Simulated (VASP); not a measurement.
The system is Bi.

```xyz
1
Lattice="0.0000 2.4275 2.8504 2.2624 0.0000 2.8504 2.2624 2.4275 0.0000" Properties=species:S:1:pos:R:3 pbc="T T T"
Bi    0.0000    0.0000    0.0000
```

The cell was built by a generator and needn't be a form met in nature.

```yaml
Program: VASP 6.6.1
Task: relaxation of cell and atoms
Functional: r2SCAN
Potentials_or_basis: VASP PAW PBE potentials, release 64 (Bi_d)
Cutoff: 600 eV
k_mesh: 6 × 6 × 6
Occupations: gaussian, width 0.1 eV
Spin: no spin polarisation
```

At the start: pressure 0.2 GPa; volume 31.31 Å³/atom.

How do energy, volume and symmetry change on relaxing?

Over 7 steps the energy falls by 16.1 meV/atom and the volume is 31.27 Å³/atom (-0.1 %); space group Fmmm (No. 69, to 0.05 Å).

The path:
| step | energy change (eV) | largest force (eV/Å) | pressure (GPa) | volume (Å³) |
| --- | --- | --- | --- | --- |
| 1 | 0.0000 | 0.0000 | 0.21 | 31.31 |
| 2 | -0.0107 | 0.0000 | -0.37 | 31.48 |
| 3 | -0.0134 | 0.0000 | -0.60 | 31.58 |
| 4 | -0.0136 | 0.0000 | -0.69 | 31.61 |
| 5 | -0.0150 | 0.0000 | 0.51 | 30.98 |
| 6 | -0.0157 | 0.0000 | 0.04 | 31.22 |
| 7 | -0.0161 | 0.0000 | -0.01 | 31.27 |

Final structure:
```
Bi
1.0
     0.00000    2.51998    2.83706
     2.18677    0.00000    2.83706
     2.18677    2.51998    0.00000
Bi
1
Cartesian
  4.3735 2.5200 2.8371
```

Caveat: the k mesh is coarse (spacing up to 0.37 Å⁻¹), so the values aren't converged; the PAW data sets were made with another functional, which shifts forces and pressure a little.
